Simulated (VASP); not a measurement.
# Bi2Te2Se (R-3m) in VASP: reference runs

How does Bi2Te2Se come out in PBEsol? The cell is run as given and disturbed.

Program: VASP 6.6.1. These are calculated values, not measurements. Logs are shortened: lines on timing, memory, paths and dates and some standing lists are left out, and cuts for length are marked.

## Step 1: The structure

Symmetry: R-3m, No. 166, trigonal system. Conventional cell: a = 4.322 Å, b = 4.322 Å, c = 31.757 Å, α = 90.00°, β = 90.00°, γ = 120.00°. Bi (site symmetry 3m) has 3 Te at 3.05 Å and 3 Se at 3.11 Å as nearest neighbours. Te (site symmetry 3m) has 3 Bi at 3.05 Å as nearest neighbours. Se (site symmetry -3m) is surrounded by 6 Bi at 3.11 Å.

The cell is a database's computed one.

## Step 2: Single point, PBEsol

File INCAR:

```
PREC     = Accurate       # precision mode
ENCUT    = 520            # plane-wave cutoff, eV
EDIFF    = 1E-7           # SCF threshold, eV
ISMEAR   = -1             # smearing method
SIGMA    = 0.05           # smearing width, eV
LREAL    = F              # projectors in reciprocal space
LASPH    = T              # aspherical terms in the spheres
NELM     = 80             # most SCF steps
ALGO     = Normal         # electronic algorithm
ISIF     = 2              # what is computed and relaxed
LWAVE    = F              # write WAVECAR
LCHARG   = F              # write CHGCAR
GGA      = PS             # functional
NBANDS   = 32             # bands
KPAR     = 2
```

File KPOINTS:

```
Automatic mesh
0
Gamma
  7 7 7
```

File POSCAR:

```
Bi2Te2Se
1.0
    2.1609687617      1.2476358963     10.5855712543
   -2.1609687617      1.2476358963     10.5855712543
    0.0000000000     -2.4952717926     10.5855712543
Bi Te Se
2 2 1
Direct
    0.3917212400      0.3917212400      0.3917212400
    0.6082787600      0.6082787600      0.6082787600
    0.7804048700      0.7804048700      0.7804048700
    0.2195951300      0.2195951300      0.2195951300
    0.0000000000      0.0000000000      0.0000000000
```

Potentials or basis: VASP PAW PBE potentials, release 64 (Bi_d, Te, Se).

Command:

```console
$ cat potpaw_PBE.64/Bi_d/POTCAR potpaw_PBE.64/Te/POTCAR potpaw_PBE.64/Se/POTCAR > POTCAR
$ mpirun -np 2 vasp_std > vasp.out
```

OUTCAR:

```text
PREC = Accurate
   ENCUT = 520
   EDIFF = 1E-7
   ISMEAR = -1
   LREAL = F
   LASPH = T
   NELM = 80
   ISIF = 2
   GGA = PS

 ion  position               nearest neighbor table
   1  0.392  0.392  0.392-   3 3.05   3 3.05   3 3.05   5 3.11   5 3.11   5 3.11
   2  0.608  0.608  0.608-   4 3.05   4 3.05   4 3.05   5 3.11   5 3.11   5 3.11
   3  0.780  0.780  0.780-   1 3.05   1 3.05   1 3.05
   4  0.220  0.220  0.220-   2 3.05   2 3.05   2 3.05
   5  0.000  0.000  0.000-   2 3.11   2 3.11   1 3.11   1 3.11   2 3.11   1 3.11

  LATTYP: Found a trigonal (rhomboedric) cell.
 ALAT       =    10.8756930859
 COS(alpha) =     0.9210389187

  Lattice vectors:

 A1 = (   2.1609687617,   1.2476358963,  10.5855712543)
 A2 = (  -2.1609687617,   1.2476358963,  10.5855712543)
 A3 = (   0.0000000000,  -2.4952717926,  10.5855712543)

Analysis of symmetry for initial positions (statically):
=====================================================================
 Subroutine PRICEL returns:
 Original cell was already a primitive cell.

 Routine SETGRP: Setting up the symmetry group for a
 trigonal (rhombohedral) supercell.

 Subroutine GETGRP returns: Found 12 space group operations
 (whereof 12 operations were pure point group operations)
 out of a pool of 12 trial point group operations.

The static configuration has the point symmetry D_3d.

Analysis of symmetry for dynamics (positions and initial velocities):
=====================================================================
 Subroutine PRICEL returns:
 Original cell was already a primitive cell.

 Routine SETGRP: Setting up the symmetry group for a
 trigonal (rhombohedral) supercell.

 Subroutine GETGRP returns: Found 12 space group operations
 (whereof 12 operations were pure point group operations)
 out of a pool of 12 trial point group operations.

The dynamic configuration has the point symmetry D_3d.

 Subroutine INISYM returns: Found 12 space group operations
 (whereof 12 operations are pure point group operations),
 and found     1 'primitive' translations

----------------------------------------------------------------------------------------

                                     Primitive cell

  volume of cell :     171.2387

  direct lattice vectors                    reciprocal lattice vectors
[... 93 lines left out ...]
   EDIFF  = 0.1E-06   stopping-criterion for ELM
   LREAL  =      F    real-space projection
   EDIFFG = 0.1E-05   stopping-criterion for IOM
   NSW    =      0    number of steps for IOM
   IBRION =     -1    ionic relax: 0-MD 1-quasi-New 2-CG
   NFREE  =      0    steps in history (QN), initial steepest desc. (CG)
   ISIF   =      2    stress and relaxation
   ISYM   =      2    0-nonsym 1-usesym 2-fastsym
   POTIM  = 0.5000    time-step for ionic-motion
   TEBEG  =    0.0;   TEEND  =   0.0 temperature during run
   PSTRESS=    0.0 pullay stress
   NELECT =      48.0000    total number of electrons
   NUPDOWN=      -1.0000    fix difference up-down
   EMIN   =  10.00;   EMAX   =-10.00  energy-range for DOS
   EFERMI =   0.00;   METHOD = LEGACY
   ISMEAR =    -1;   SIGMA  =   0.05  broadening in eV -4-tet -1-fermi 0-gaus
   EFERMI_NEDOS =   21; number of points for ismear=-14 and -15
   IALGO  =     38    algorithm
   IMIX   =      4    mixing-type and parameters
     AMIX     =   0.40;   BMIX     =  1.00
     AMIX_MAG =   1.60;   BMIX_MAG =  1.00
  volume/ion in A,a.u.               =      34.25       231.12
  Fermi-wavevector in a.u.,A,eV,Ry     =   1.071407  2.024666 15.618313  1.147914
  Thomas-Fermi vector in A             =   2.207147
   LORBIT       =      0    0 simple, 1 ext, 2 COOP (PROOUT), +10 PAW based schemes
   GGA     = PS    functional components
   LHFCALC =     F    Hartree Fock is set to
   AEXX    =    0.0000 exact exchange contribution
   IVDW    =     0    specifies the selected vdW correction
   LEPSILON=     F    determine dielectric tensor
   LRPA    =     F    only Hartree local field effects (RPA)
 non-spin polarized calculation
  energy-cutoff  :      520.00
  volume of cell :      171.24
 maximum number of plane-waves:      4627
 NGX is ok and might be reduce to    84
   NGX = 41   NGY = 41   NGZ = 41

 number of electron      47.9999994 magnetization

 Free energy of the ion-electron system (eV)
  ---------------------------------------------------
  ext. energy  EPLUGINS =         0.00000000
  ---------------------------------------------------
  free energy    TOTEN  =       -20.89729638 eV

  energy without entropy =      -20.89717444  energy(sigma->0) =      -20.89723541

 E-fermi :   4.8677     XC(G=0):  -9.1874

 val. band max:        4.6495787969   @ k =   0.0000   0.0000   0.0000
 cond. band min:       5.0450369452   @ k =   0.0000   0.0000   0.0000
 fundamental gap:      0.3954581484
 Fermi energy:         4.8677246132

 k-point     1 :       0.0000    0.0000    0.0000
  band No.  band energies     occupation
      1     -18.1021      2.00000
      2     -18.1021      2.00000
      3     -18.0998      2.00000
      4     -18.0998      2.00000
      5     -18.0917      2.00000
      6     -18.0900      2.00000
[... 829 lines left out ...]
     31       9.7388      0.00000
     32       9.8707      0.00000

 [... further k-points ...]

------------------------ aborting loop because EDIFF is reached ----------------------------------------

  FORCE on cell =-STRESS in cart. coord.  units (eV):
  Direction    XX          YY          ZZ          XY          YZ          ZX
  --------------------------------------------------------------------------------------
  -------------------------------------------------------------------------------------
  Total       -1.5254943     -1.5254943     -1.5446564      0.0000000     -0.0000000      0.0000000
  in kB      -14.2731318    -14.2731318    -14.4524203      0.0000000     -0.0000000      0.0000000
  external PRESSURE =     -14.3328946 kB  Pullay stress =       0.0000000 kB

 VOLUME and BASIS-vectors are now :
 -----------------------------------------------------------------------------
  energy-cutoff  :      520.00
  volume of cell :      171.24
      direct lattice vectors                 reciprocal lattice vectors
     2.160968762  1.247635896 10.585571254     0.231377708  0.133585982  0.031489404
    -2.160968762  1.247635896 10.585571254    -0.231377708  0.133585982  0.031489404
     0.000000000 -2.495271793 10.585571254     0.000000000 -0.267171964  0.031489404

 POSITION                                       TOTAL-FORCE (eV/Angst)
 -----------------------------------------------------------------------------------
      0.00000      0.00000     12.43978         0.000000      0.000000     -0.063428
      0.00000      0.00000     19.31693         0.000000     -0.000000      0.063428
      0.00000      0.00000     24.78309         0.000000      0.000000     -0.010093
      0.00000      0.00000      6.97362         0.000000      0.000000      0.010093
      0.00000      0.00000      0.00000         0.000000      0.000000     -0.000000
 -----------------------------------------------------------------------------------
    total drift:                               -0.000000     -0.000000     -0.000000

  FREE ENERGIE OF THE ION-ELECTRON SYSTEM (eV)
  ---------------------------------------------------
  free  energy   TOTEN  =       -20.8972963792 eV

  energy  without entropy=      -20.8971744373  energy(sigma->0) =      -20.89723541
```

Wall time 11 min (2 MPI ranks of Intel Xeon 6975P-C (Granite Rapids), shared host); peak memory 1.2 GiB.

Results:

* Free energy: -20.8973 eV
* Pressure: -1.4 GPa
* Largest force: 0.063 eV/Å
* Band gap on the k mesh: 0.40 eV, direct

Forces in eV/Å, atoms in the order of the input:
```
Bi   0.000  0.000 -0.063
Bi   0.000  0.000  0.063
Te   0.000  0.000 -0.010
Te   0.000  0.000  0.010
Se   0.000  0.000  0.000
```

Caveat: the PAW data sets were made with another functional, which shifts forces and pressure a little; spin-orbit coupling is left out, which as a rule narrows the gap of such compounds by several tenths of an eV; an odd mesh through Γ misses points on the zone boundary, where band edges often lie.

## Step 3: Single point, PBEsol (atoms moved at random, drawn with an rms of 0.05 Å)

INCAR is that of step 2.

KPOINTS is that of step 2.

File POSCAR:

```
Bi2Te2Se
1.0
    2.1609687617      1.2476358963     10.5855712543
   -2.1609687617      1.2476358963     10.5855712543
    0.0000000000     -2.4952717926     10.5855712543
Bi Te Se
2 2 1
Direct
    0.3989950000      0.3906490000      0.3855170000
    0.6145010000      0.6072130000      0.5992070000
    0.7805280000      0.7769870000      0.7855530000
    0.2121070000      0.2236630000      0.2210960000
   -0.0053750000     -0.0001770000      0.0080720000
```

Potentials or basis: VASP PAW PBE potentials, release 64 (Bi_d, Te, Se).

Command:

```console
$ cat potpaw_PBE.64/Bi_d/POTCAR potpaw_PBE.64/Te/POTCAR potpaw_PBE.64/Se/POTCAR > POTCAR
$ mpirun -np 2 vasp_std > vasp.out
```

OUTCAR:

```text
PREC = Accurate
   ENCUT = 520
   EDIFF = 1E-7
   ISMEAR = -1
   LREAL = F
   LASPH = T
   NELM = 80
   ISIF = 2
   GGA = PS

 ion  position               nearest neighbor table
   1  0.399  0.391  0.386-   3 3.03   5 3.05   3 3.07   3 3.09   5 3.09   5 3.13
   2  0.615  0.607  0.599-   4 3.00   4 3.05   4 3.07   5 3.11   5 3.15   5 3.19
   3  0.781  0.777  0.786-   1 3.03   1 3.07   1 3.09
   4  0.212  0.224  0.221-   2 3.00   2 3.05   2 3.07
   5  0.995  1.000  0.008-   1 3.05   1 3.09   2 3.11   1 3.13   2 3.15   2 3.19

[... 1045 lines left out ...]
  -------------------------------------------------------------------------------------
  Total       -1.5921957     -1.5906797     -1.7927141      0.1661524      0.0146648     -0.3137022
  in kB      -14.8972165    -14.8830325    -16.7733461      1.5545882      0.1372096     -2.9351227
  external PRESSURE =     -15.5178650 kB  Pullay stress =       0.0000000 kB

 VOLUME and BASIS-vectors are now :
 -----------------------------------------------------------------------------
  energy-cutoff  :      520.00
  volume of cell :      171.24
      direct lattice vectors                 reciprocal lattice vectors
     2.160968762  1.247635896 10.585571254     0.231377708  0.133585982  0.031489404
    -2.160968762  1.247635896 10.585571254    -0.231377708  0.133585982  0.031489404
     0.000000000 -2.495271793 10.585571254     0.000000000 -0.267171964  0.031489404

 POSITION                                       TOTAL-FORCE (eV/Angst)
 -----------------------------------------------------------------------------------
      0.01804      0.02322     12.43975        -0.012160     -0.085568      0.038308
      0.01575      0.02907     19.27549        -0.104360     -0.078013      0.314713
      0.00765     -0.01696     24.80271        -0.017825      0.064175     -0.089747
     -0.02497     -0.00801      6.95330         0.120472      0.056854     -0.088288
     -0.01123      2.46820     21.19782         0.013873      0.042552     -0.174985
 -----------------------------------------------------------------------------------
    total drift:                               -0.000048     -0.000108      0.000125

  FREE ENERGIE OF THE ION-ELECTRON SYSTEM (eV)
  ---------------------------------------------------
  free  energy   TOTEN  =       -20.8808207463 eV

  energy  without entropy=      -20.8807115958  energy(sigma->0) =      -20.88076617
```

stdout:

```text
POSCAR found type information on POSCAR BiTeSe
 POSCAR found :  3 types and       5 ions
 scaLAPACK will be used
 -----------------------------------------------------------------------------
|                                                                             |
|                                                                             |
|     You enforced a specific xc type in the INCAR file but a different       |
|     I HOPE YOU KNOW WHAT YOU ARE DOING!                                     |
|                                                                             |
 -----------------------------------------------------------------------------

 LDA part: xc-table for (Slater+PW92), standard interpolation
 POSCAR, INCAR and KPOINTS ok, starting setup
 FFT: planning ... GRIDC
 FFT: planning ... GRID_SOFT
 FFT: planning ... GRID
 WAVECAR not read
 entering main loop
```

It took 44 min on 2 MPI ranks of Intel Xeon 6975P-C (Granite Rapids), shared host; peak memory 1.7 GiB.

What came out:

- Free energy: -20.8808 eV
- Pressure: -1.6 GPa
- Largest force: 0.341 eV/Å
- Band gap on the k mesh: 0.41 eV, direct

Forces on the atoms (eV/Å):
```
Bi  -0.012 -0.086  0.038
Bi  -0.104 -0.078  0.315
Te  -0.018  0.064 -0.090
Te   0.120  0.057 -0.088
Se   0.014  0.043 -0.175
```

Stress tensor (GPa, compression positive):
```
-1.49  0.16 -0.29
 0.16 -1.49  0.01
-0.29  0.01 -1.68
```

Caveat: the PAW data sets were made with another functional, which shifts forces and pressure a little; spin-orbit coupling is left out, which as a rule narrows the gap of such compounds by several tenths of an eV; an odd mesh through Γ misses points on the zone boundary, where band edges often lie.
